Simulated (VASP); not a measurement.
Here is a VASP 6.6.1 calculation.

File POSCAR:

```
Ge
1.0
    0.0000000000      2.8290000000      2.8290000000
    2.8290000000      0.0000000000      2.8290000000
    2.8290000000      2.8290000000      0.0000000000
Ge
2
Direct
    0.0000000000      0.0000000000      0.0000000000
    0.2500000000      0.2500000000      0.2500000000
```

INCAR.step1

```
SYSTEM = Ge
  PREC = Accurate
  ENCUT = 600
  EDIFF = 1E-8
  ISMEAR = -1
  SIGMA = 0.03
  LREAL = .False.
  LASPH = .True.
  NELM = 60
  ALGO = Normal
  ISIF = 3
  LWAVE = .False.
  LCHARG = .False.
  METAGGA = R2SCAN
  LMIXTAU = .True.
  NELECT = 27.94294
  IBRION = 2
  NSW = 40
  EDIFFG = -0.002
```

The input INCAR.step2:

```
SYSTEM = Ge
  PREC = Accurate
  ENCUT = 600
  EDIFF = 1E-8
  ISMEAR = -1
  SIGMA = 0.03
  LREAL = .False.
  LASPH = .True.
  NELM = 60
  ALGO = Normal
  ISIF = 2
  LWAVE = .False.
  LCHARG = .False.
  METAGGA = R2SCAN
  LMIXTAU = .True.
  NELECT = 27.94294
  IBRION = 6
  NFREE = 2
  POTIM = 0.015
  NSW = 1
```

Contents of KPOINTS:

```
regular mesh
0
Gamma
  14 14 14
  0 0 0
```

Potentials or basis: VASP PAW PBE potentials, release 64 (Ge_d).

Command:

```sh
$ cat potpaw_PBE.64/Ge_d/POTCAR > POTCAR
$ cp INCAR.step1 INCAR
$ mpirun -np 1 vasp_std > vasp.out
$ cp CONTCAR POSCAR
$ cp INCAR.step2 INCAR
$ mpirun -np 1 vasp_std > vasp.out
```

(1) Predict the highest phonon frequency at Γ.

(2) Estimate the relaxed cell.

(3) Predict the relaxed volume.

(4) What does it give for the space group after relaxing (to 0.05 Å)?

Answers

(1) 284 cm⁻¹.

(2) a = 3.980 Å, b = 3.980 Å, c = 3.980 Å, α = 60.00°, β = 60.00°, γ = 60.00°.

(3) 22.29 Å³/atom.

(4) Fd-3m (No. 227).

Caveat: the cell is charged against a uniform background, so pressure and absolute levels hang on convention; the PAW data sets were made with another functional, which shifts forces and pressure a little.
